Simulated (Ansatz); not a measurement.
# Mo12C: the cost of one run

Method: DFT PBE, scalar-relativistic, plane waves, PAW, in Ansatz 0.2.0.

The COD entry's cell or inner coordinates are ideal or old and differ from later refinements, so a difference from it is no clean test against experiment.

5 further runs of the same task are left out: 1 for a known fault of the program, 4 set aside as unsound or not needed.

## 1. The system as given

The structure is cubic, space group Im-3m (No. 229). The conventional cell has a = 3.160 Å, b = 3.160 Å, c = 3.160 Å, α = 90.00°, β = 90.00°, γ = 90.00°. Around Mo (site symmetry m-3m) lie 8 Mo at 2.74 Å.

Structure file:

```xyz
1
Lattice="-1.5802 1.5802 1.5802 1.5802 -1.5802 1.5802 1.5802 1.5802 -1.5802" Properties=species:S:1:pos:R:3 pbc="T T T"
Mo    0.0000    0.0000    0.0000
```

It is the result of an earlier relaxation at this level (volume 15.78 Å³/atom; gap on the mesh: none (metal)).

## 2. The grid

Atoms count from 1 in the order of the input.

C is moved over the surface cell; relaxed at each place: the height of the adsorbate's atoms; substrate rigid; the origin of the map has the adsorbate above Mo9.

First coordinate, position of C13 along the first surface vector, from above Mo9: 6 values from 0.000 to 0.833, periodic. Second coordinate, position of C13 along the second surface vector, from above Mo9: 6 values from 0.000 to 0.833, periodic.

Relaxed at each point: the height of the adsorbate's atoms; substrate rigid. Points are written as (first, second).

The two vectors of the plane (Å): (2.737, 0.000, 0.000); (-0.912, 2.580, 0.000).

## 3. Point (0/6, 0/6) of the map's two axes

input.yaml reads:

```yaml
crystal:
  lattice:
    - [5.4740406976, 0.0, 0.0]
    - [-1.8246802325, 5.1609750636, 0.0]
    - [0.0, 0.0, 19.8082144184]
  atoms:
    - { symbol: Mo, position: [0.25, 0.25, 0.2019364247] }
    - { symbol: Mo, position: [0.25, 0.75, 0.2019364247] }
    - { symbol: Mo, position: [0.75, 0.25, 0.2019364247] }
    - { symbol: Mo, position: [0.75, 0.75, 0.2019364247] }
    - { symbol: Mo, position: [0.0, 0.0, 0.310687262] }
    - { symbol: Mo, position: [0.0, 0.5, 0.310687262] }
    - { symbol: Mo, position: [0.5, 0.0, 0.310687262] }
    - { symbol: Mo, position: [0.5, 0.5, 0.310687262] }
    - { symbol: Mo, position: [0.25, 0.25, 0.4194327789] }
    - { symbol: Mo, position: [0.25, 0.75, 0.4194327789] }
    - { symbol: Mo, position: [0.75, 0.25, 0.4194327789] }
    - { symbol: Mo, position: [0.75, 0.75, 0.4194327789] }
    - { symbol: C, position: [0.25, 0.25, 0.5355462231] }
basis:
  ecutwfc: 420
kpoints:
  mp_grid: { grid: [5, 5, 1] }
hamiltonian:
  xc: pbe
scf:
  occupations: { method: gaussian, width: 0.1 }
output:
  forces: true
  eigenvalues: true
relax:
  adjacent_minimum: "off"
  f_tol: 0.025
  max_steps: 16
  constraints:
    - { sites: [0, 1, 2, 3, 4, 5, 6, 7, 8, 9, 10, 11] }
    - { sites: [12], fix: xy }
efield:
  axis: 3
  dipole_correction: true
  ramp_width: 0.04
```

The run is started by

```bash
$ ansatz run input.yaml --threads 4 --pin off --max-ram 12288MiB --backend cpu --events-out ev --progress --plain --runs-dir out
```

What time and memory should one allow on 4 threads of Intel Xeon 6975P-C (Granite Rapids), shared host?

About 41 s, with a peak of 1.6 GiB.
